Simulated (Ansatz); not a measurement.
**W: one input, then a changed one**

The cell comes from COD entry 1534935, which wasn't checked; take it as a given geometry. The listed cell was then made from it by scaling, straining or moving an atom.

First run: DFT, PBE, all-electron LAPW, scalar-relativistic (Ansatz 0.2.0).

Command: `ansatz run input.yaml --threads 1 --pin off --max-ram 2048MiB --backend cpu --events-out ev --progress --plain --runs-dir out` The run took 21 s on 1 thread of Arm Neoverse V2, on a shared host, peak memory 0.36 GiB.

```yaml
crystal:
  lattice:
    - [0.0, 2.0467776204, 2.0467776204]
    - [2.0467776204, 0.0, 2.0467776204]
    - [2.0467776204, 2.0467776204, 0.0]
  atoms:
    - { symbol: W, position: [0.0, 0.0, 0.0] }
kpoints:
  mp_grid: { grid: [14, 14, 14] }
scf:
  occupations: { method: fermi_dirac, width: 0.05 }
hamiltonian:
  xc: pbe
  pseudopotentials: { kind: all_electron, lapw: { basis_error: 0.00025 } }
output:
  forces: true
  stress: true
  eigenvalues: true
```

Result: converged; pressure -10.76 GPa; no gap on the k mesh; 9 SCF iterations.

Spin–orbit coupling is left out, though it moves levels of the heavy atoms by tenths of an eV or more.

The input is then changed:

```diff
@@ -11,5 +11,5 @@
   occupations: { method: fermi_dirac, width: 0.05 }
 hamiltonian:
-  xc: pbe
+  xc: rpbe
   pseudopotentials: { kind: all_electron, lapw: { basis_error: 0.00025 } }
 output:
```

(1) What does the second run give?

## Answers

(1) It converged; pressure -7.35 GPa; no gap on the k mesh; 9 SCF iterations.
